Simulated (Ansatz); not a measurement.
Runs of Ansatz 0.2.0 on CuO. It takes space group P6_3/mmc (No. 194, hexagonal). The conventional cell has a = 3.180 Å, b = 3.180 Å, c = 4.431 Å, α = 90.00°, β = 90.00°, γ = 120.00°. Around Cu (site symmetry -3m) lie 6 O at 2.14 Å and 2 Cu at 2.22 Å. O (site symmetry -6m2) is surrounded by 6 Cu at 2.14 Å. Measurements of this composition are mostly on another form, of space group No. 15.

| level | U | hubbard projectors | double counting | gap on the mesh (eV) | pressure (GPa) |
| --- | --- | --- | --- | --- | --- |
| LDA+U | Cu d U = 1 eV | ortho-atomic (the default) | fll (the default) | none | (b) |
| LDA+U | Cu d U = 5 eV | ortho-atomic (the default) | fll (the default) | none | (a) |
| LDA+U | Cu d U = 8 eV | ortho-atomic (the default) | fll (the default) | none | -4.7 |
| LDA | - | - | - | none | -9.9 |
| LDA+U | Cu d U = 2 eV | ortho-atomic (the default) | fll (the default) | none | -9.1 |

Alike in all rows: task projected density of states; potentials or basis Ansatz PAW; no spin polarisation; cell as given; k mesh 10 × 10 × 6; cutoff (eV) 420; smearing fermi-dirac 0.05 eV.

Q: Estimate the missing entries.

A: (a) -7.2; (b) -9.5.

Caveats: the run has no spin polarisation, though such a crystal can be magnetic; the PAW data sets come from PBE, with cores solved anew for the run's functional, which leaves a small shift of forces and pressure; U without spin polarisation on a metal has little footing (some runs); semilocal functionals often make such compounds metallic where correlation or magnetic order opens a gap, which also shifts bond lengths (some runs).

A gap of «none» marks a metal or a gap under the smearing width.
